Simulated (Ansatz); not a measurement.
# BaSnO3 under a change: pressure −1 GPa

Consider BaSnO₃ in the cubic perovskite structure (space group Pm-3m, No. 221; a = 4.1760 Å).

One thing is altered: hydrostatic tension (pressure −1 GPa).

The values are results of Ansatz (a quantum-chemistry and plane-wave program), PBE, PAW, cutoff 420 eV, no SOC, not measurements. Settings: 8×8×8 k-points, 0.05 eV Fermi–Dirac smearing.

The volume per atom rises by 0.112 Å³, from 14.56 Å³ to 14.68 Å³ and the density decreases by 0.05 g/cm³, from 6.93 g/cm³ to 6.88 g/cm³. The lattice parameter a grows by 0.011 Å to 4.187 Å and the shortest interatomic distance rises by 0.005 Å, from 2.088 Å to 2.093 Å. The enthalpy H = E + PV relative to the base's energy is -0.09 eV/atom and the band gap drops by 0.09 eV (0.48 eV → 0.39 eV). The gap character remains indirect, R → Γ and the smallest direct gap decreases by 0.09 eV to 0.88 eV. The width of the top valence band hardly moves (0.97 eV against 0.96 eV) and the electron mass becomes 0.12 mₑ (at Γ) (base: 0.13 mₑ (at Γ)).

Final structure:

```yaml
crystal:
  lattice:
    - [4.18667, 0.00000, 0.00000]
    - [0.00000, 4.18667, 0.00000]
    - [0.00000, 0.00000, 4.18667]
  atoms:
    - { symbol: Ba, position: [0.00000, 0.00000, 0.00000] }
    - { symbol: Sn, position: [0.50000, 0.50000, 0.50000] }
    - { symbol: O, position: [0.00000, 0.50000, 0.50000] }
    - { symbol: O, position: [0.50000, 0.50000, 0.00000] }
    - { symbol: O, position: [0.50000, 0.00000, 0.50000] }
```

Cost of the whole job for the changed cell (relaxation, final SCF and bands): roughly 50 core-seconds.

Load acts through the strain it causes; cell and atoms are relaxed under it. Effective masses come from finite differences of ±0.01 Å⁻¹. Stability against distortions was not tested.
